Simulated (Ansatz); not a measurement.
An O vacancy next to H started in the widest void in cubic perovskite SrTiO3, 40 atoms, charge 0

All numbers come from Ansatz (PAW, plane waves, no spin–orbit coupling) at the single k point (¼, ¼, ¼) without its symmetry partners. The atoms were relaxed with PBEsol in a fixed cell; other functionals are single points on those atoms unless said otherwise. The valence top and gap of the host come from its small cell on a dense mesh, with the band extrema sought between the mesh points, lined up by the mean potential, PBEsol gap 1.85 eV, r²SCAN gap 2.29 eV.

Relaxed structure:

```
CELL_PARAMETERS angstrom
7.78282 0.00000 0.00000
0.00000 7.78282 0.00000
0.00000 0.00000 7.78282
ATOMIC_POSITIONS crystal
Sr 0.99375 0.99812 0.99960
Sr 0.99348 0.99726 0.50070
Sr 0.99369 0.50336 0.99983
Sr 0.99419 0.50268 0.49990
Sr 0.50111 0.99586 0.99968
Sr 0.49979 0.99700 0.49979
Sr 0.49905 0.50323 0.00013
Sr 0.49991 0.50349 0.49885
Ti 0.24801 0.25028 0.24110
Ti 0.24692 0.24924 0.75830
Ti 0.24677 0.75233 0.25170
Ti 0.24673 0.74989 0.74831
Ti 0.74725 0.25021 0.25124
Ti 0.74467 0.25015 0.74792
Ti 0.74728 0.75013 0.24957
Ti 0.74679 0.74969 0.74994
O 0.26296 0.23565 0.99973
O 0.23564 0.76147 0.99994
O 0.25960 0.73758 0.50000
O 0.73389 0.25941 0.99947
O 0.76101 0.23974 0.49956
O 0.75911 0.73994 0.99973
O 0.73580 0.75938 0.49980
O 0.99997 0.26272 0.24290
O 0.00048 0.23721 0.75515
O 0.99693 0.73652 0.26110
O 0.99734 0.76242 0.73872
O 0.49449 0.23651 0.27001
O 0.49537 0.26289 0.72866
O 0.49728 0.76171 0.23726
O 0.49774 0.73745 0.76236
O 0.23384 0.00163 0.26935
O 0.26048 0.00238 0.73088
O 0.25988 0.49651 0.24576
O 0.23448 0.49699 0.75488
O 0.75978 0.99936 0.23914
O 0.73542 0.99974 0.76030
O 0.73432 0.49972 0.25877
O 0.76036 0.50008 0.74042
H 0.23372 0.26143 0.49975
```

Chemical potentials μ are those of reference phases of the elements at zero temperature by the same functional (the usual solids, diamond for C, grey Sn, and the molecules H2, N2, O2, F2, Cl2, Br2 and S8).

| functional | E(defect) − E(host) − Σ nμ + q·E_VBM (eV) | monopole (eV) | alignment (eV) | formation energy at E_F = VBM (eV) | moment (μB) | wall time, shared host |
| --- | --- | --- | --- | --- | --- | --- |
| PBEsol | 4.34 | 0.00 | 0.00 | 4.34 | 1.0 | 100 s on 7 threads of Neoverse-V2 (relaxation) |
| r²SCAN | 4.70 | 0.00 | 0.00 | 4.70 | 1.0 | 39 s on 7 threads of Neoverse-V2 |

r²SCAN one-electron levels near the gap (the ten most localised at most), from the host's valence top:

```tsv
level (eV)	spin	filling	atoms sharing it	element of the atom with most weight
-0.26	down	1.00	22.1	spread
-0.25	up	1.00	22.2	spread
-0.23	down	1.00	20.0	spread
-0.22	up	1.00	19.9	spread
```

The charge sits partly or wholly in a band of the host, at the cell's one k point and not at the band edge, so the formation energy is too high and the charge correction doesn't apply as it stands.

All elements are taken at their own reference at once; growth conditions in equilibrium with the host shift these energies, by up to the host's formation enthalpy.

The ideal cubic host may itself distort, and that gain is in these energies.

One k point and a cell of this size can leave errors of several tenths of an eV in such numbers.
